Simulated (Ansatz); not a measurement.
Starting cell, GeO2 (rutile):

```yaml
crystal:
  lattice:
    - [4.41054, 0.00000, 0.00000]
    - [0.00000, 4.41054, 0.00000]
    - [0.00000, 0.00000, 2.87016]
  atoms:
    - { symbol: Ge, position: [0.00000, 0.00000, 0.00000] }
    - { symbol: Ge, position: [0.50000, 0.50000, 0.50000] }
    - { symbol: O, position: [0.30600, 0.30600, 0.00000] }
    - { symbol: O, position: [0.80600, 0.19400, 0.50000] }
    - { symbol: O, position: [0.19400, 0.80600, 0.50000] }
    - { symbol: O, position: [0.69400, 0.69400, 0.00000] }
```

In each cell atom 4 (O, nearest neighbour Ge at 1.877 Å; its periodic images, 2.9 Å or more away, move with it) moves by s·(0.707, 0.707, 0.000) (along Cartesian [110]), the rest being held.

Method: r2SCAN (plane waves to 500 eV, PAW, scalar-relativistic; Ansatz, a first-principles code). k mesh 6×6×9 (Γ-centred), Fermi-Dirac smearing 0.05 eV. The energy includes the smearing's −TS. GeO2 was relaxed with its symmetry unable to fall. ΔE is measured from the undisplaced structure.

| s (Å) | ΔE (meV/cell) |
|---|---|
| -0.380 | 558 |
| -0.304 | withheld |
| -0.228 | 195 |
| -0.152 | 86 |
| -0.076 | 21 |
| 0.000 | 0 |
| 0.076 | 21 |
| 0.152 | 86 |
| 0.228 | 195 |
| 0.304 | withheld |
| 0.380 | 558 |

Problem. Fit an even polynomial form (powers 2, 4) to the given rows and predict ΔE at s = -0.304.

Solution. Least squares on the 9 given rows: ΔE = (3688)·s² + (1219)·s⁴, in meV/cell with s in Å; root-mean-square residual 0.2 meV/cell. At -0.304 the fit gives 351 meV/cell; the calculation gives 351 meV/cell, the same to the digits shown. The quadratic term alone would give 341 meV/cell.

(A displaced cell: forces are minus the slopes of the energy, force constants its curvatures, and phonons follow from these.)
